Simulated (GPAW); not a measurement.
Input of a GPAW 26.7.0 run:

File run.py:

```python
from ase import Atoms
from ase.dft.bandgap import bandgap
from ase.io import write
from ase.units import GPa
from gpaw import GPAW, PW

atoms = Atoms(['Pb', 'Pb', 'S', 'S'],
              cell=[[2.079952695, -5.991296865, 0.0],
                    [2.079952695, 5.991296865, 0.0],
                    [0.0, 0.0, 4.27932094]],
              scaled_positions=[[0.13056335, 0.86943665, 0.25],
                                [0.86943665, 0.13056335, 0.75],
                                [0.35479709, 0.64520291, 0.25],
                                [0.64520291, 0.35479709, 0.75]],
              pbc=True)

calc = GPAW(mode=PW(450),
            xc='LDA',
            kpts={'size': (6, 6, 5), 'gamma': True},
            occupations={'name': 'fermi-dirac', 'width': 0.05},
            nbands=33,
            maxiter=120,
            txt='gpaw.txt')
atoms.calc = calc
energy = atoms.get_potential_energy()
forces = atoms.get_forces()
stress = atoms.get_stress()
calc.write('gs.gpw')
write('result.traj', atoms)
print(f'Energy: {energy:.6f} eV')
print('Forces (eV/A):')
print(forces.round(4))
print('Stress (GPa):', (stress / GPa).round(3))
print('Fermi level:', round(calc.get_fermi_level(), 4), 'eV')
print(f'Gap: {bandgap(calc)[0]:.4f} eV, direct: {bandgap(calc, direct=True)[0]:.4f} eV')
```

Potentials or basis: the program's PAW data sets (release 1.2.1) made for this functional, pw.

Run with:

```sh
$ OMP_NUM_THREADS=1 python run.py
```

Q: What does it give for the largest force?

A: 0.129 eV/Å.

Q: What does it give for the band gap on the k mesh?

A: 1.00 eV, indirect (least direct gap 1.08 eV).

Q: Estimate the pressure.

A: -4.4 GPa.

Stress tensor (GPa, compression positive):
```
-4.42  0.00  0.00
 0.00 -3.99  0.00
 0.00  0.00 -4.72
```

Caveat: the cutoff is short for stress and forces, so pressures can be off by a GPa or more; spin-orbit coupling is left out, which as a rule narrows the gap of such compounds by several tenths of an eV; an odd mesh through Γ misses points on the zone boundary, where band edges often lie; the program warned that so skewed a cell can give wrong results.
